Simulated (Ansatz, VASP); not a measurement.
# TiB2: VASP beside Ansatz

```
Ti B
1.0
     3.02920    0.00000    0.00000
    -1.51460    2.62336    0.00000
     0.00000    0.00000    3.32525
Ti B
1 2
Direct
  0.00000 0.00000 0.00000
  0.33333 0.66667 0.50000
  0.66667 0.33333 0.50000
```

Change from the starting cell: zz strain of +3 %.

Alike in both runs: task single point; functional PBEsol; k mesh 15 × 15 × 13; occupations fermi-dirac, width 0.08 eV; no spin polarisation.

|  | VASP | Ansatz |
| --- | --- | --- |
| version | VASP 6.6.1 | Ansatz 0.2.0 |
| potentials or method | VASP PAW PBE potentials, release 64 (Ti_sv, B), cutoff 520 eV | all-electron LAPW, scalar-relativistic |

|  | VASP | Ansatz | Ansatz less VASP |
| --- | --- | --- | --- |
| pressure (GPa) | -10.5 | -10.9 | -0.40 |
| largest component of the traceless stress (GPa) | 8.44 | 8.34 | -0.099 |

Ansatz ran all-electron here, so the differences hold the error of VASP's frozen core and of both bases.

Caveats: the PAW data sets were made with another functional, which shifts forces and pressure a little (VASP).
